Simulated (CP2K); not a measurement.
Runs of CP2K 2026.2 on As. It takes space group Cmce (No. 64, orthorhombic). Conventional cell: a = 3.650 Å, b = 11.000 Å, c = 4.470 Å, α = 90.00°, β = 90.00°, γ = 90.00°. Around As (site symmetry m) lie 3 As at 2.48 to 2.49 Å. This isn't the form of As at room conditions, which is rhombohedral.

```tsv
level	potentials or basis	smearing	EPS_DEFAULT	NGRIDS	basis sets	potentials	points a segment of the path (NPOINTS)	pressure (GPa)	largest force (eV/Å)
TASK	POTENTIAL_UZH As GTH-SCAN-q5; TZVP-MOLOPT-SCAN-GTH basis	fermi-dirac 0.0259 eV	1.0E-10	5	As TZVP-MOLOPT-SCAN-GTH-q5	As GTH-SCAN-q5 of POTENTIAL_UZH	6	4.1	(b)
r2SCAN	POTENTIAL_UZH As GTH-SCAN-q5; TZVP-MOLOPT-SCAN-GTH basis	fermi-dirac 0.1 eV	1.0E-10	4	As TZVP-MOLOPT-SCAN-GTH-q5	As GTH-SCAN-q5 of POTENTIAL_UZH	10	0.5	0.45
r2SCAN	POTENTIAL_UZH As GTH-SCAN-q5; TZVP-MOLOPT-SCAN-GTH basis	fermi-dirac 0.05 eV	1.0E-9	4	As TZVP-MOLOPT-SCAN-GTH-q5	As GTH-SCAN-q5 of POTENTIAL_UZH	10	0.6	0.45
SCAN	POTENTIAL_UZH As GTH-SCAN-q5; TZVP-MOLOPT-SCAN-GTH basis	fermi-dirac 0.1 eV	1.0E-9	4	As TZVP-MOLOPT-SCAN-GTH-q5	As GTH-SCAN-q5 of POTENTIAL_UZH	8	0.8	(a)
LDA	GTH_POTENTIALS As GTH-PADE-q5; TZVP-MOLOPT-PBE-GTH basis	fermi-dirac 0.0259 eV	1.0E-9	5	As TZVP-MOLOPT-PBE-GTH-q5	As GTH-PADE-q5 of GTH_POTENTIALS	10	-1.6	0.21
```

Alike in all rows: task band structure; no spin polarisation; cell as given; k mesh 8 × 8 × 6.

**Question.** Estimate the missing entries.

**Answer.** (a) 0.39; (b) 0.79.

Caveats: the basis of atomic orbitals isn't converged, which shifts pressures, moduli and gaps; the potentials were made for another functional, which shifts forces and pressure (some runs).

Not every run made on this cell is shown here.
